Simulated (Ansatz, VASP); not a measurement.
# One calculation of Se, two programs

Contents of INCAR:

```
  PREC = Accurate
  ENCUT = 520
  EDIFF = 1E-6
  ISMEAR = 0
  SIGMA = 0.1
  LREAL = False
  LASPH = True
  NELM = 60
  ALGO = Normal
  ISIF = 2
  LWAVE = False
  LCHARG = False
  GGA = PE
  IBRION = 2
  NSW = 25
  EDIFFG = -0.02
```

KPOINTS

```
Automatic mesh
0
Gamma
  6 6 4
```

Contents of POSCAR:

```
Se
1.0
    1.3942694300     -4.0390027650      0.0000000000
    1.3942694300      4.0390027650      0.0000000000
    0.0000000000      0.0000000000      4.6134314000
Se
2
Direct
    0.9356553200      0.0643446800      0.2500000000
    0.0643446800      0.9356553200      0.7500000000
```

Input for Ansatz:

```yaml
crystal:
  lattice:
    - [1.39426943, -4.039002765, 0.0]
    - [1.39426943, 4.039002765, 0.0]
    - [0.0, 0.0, 4.6134314]
  atoms:
    - { symbol: Se, position: [0.93565532, 0.06434468, 0.25] }
    - { symbol: Se, position: [0.06434468, 0.93565532, 0.75] }
basis:
  ecutwfc: 420
kpoints:
  mp_grid: { grid: [6, 6, 4] }
hamiltonian:
  xc: pbe
scf:
  occupations: { method: gaussian, width: 0.1 }
  convergence: { dr2_threshold: "1e-8 eV" }
  max_iter: 93
output:
  forces: true
  stress: true
  eigenvalues: true
relax:
  adjacent_minimum: "off"
  f_tol: 0.02
  max_steps: 5
```

Alike in both runs: task relaxation of the atoms; functional PBE; k mesh 6 × 6 × 4; occupations gaussian, width 0.1 eV; no spin polarisation.

|  | VASP | Ansatz |
| --- | --- | --- |
| version | VASP 6.6.1 | Ansatz 0.2.0 |
| potentials or method | VASP PAW PBE potentials, release 64 (Se) | scalar-relativistic, plane waves, PAW |
| plane-wave cutoff (eV) | 520 | 420 |
| valence electrons in the cell | 12 | 32 |

```tsv
	VASP	Ansatz	Ansatz less VASP
gap on the k mesh at the Fermi level, each at its own relaxed structure (eV)	none	none	-
energy change over the relaxation (meV/atom)	-5	-5	-0.1
```

A gap of «none» marks a metal or a gap that the smearing closes. The two sets of potentials don't hold the same shells in valence. Ansatz warned: «stress_scf_threshold_loose».

Caveats: the k mesh is coarse (spacing up to 0.40 Å⁻¹), so the values aren't converged.
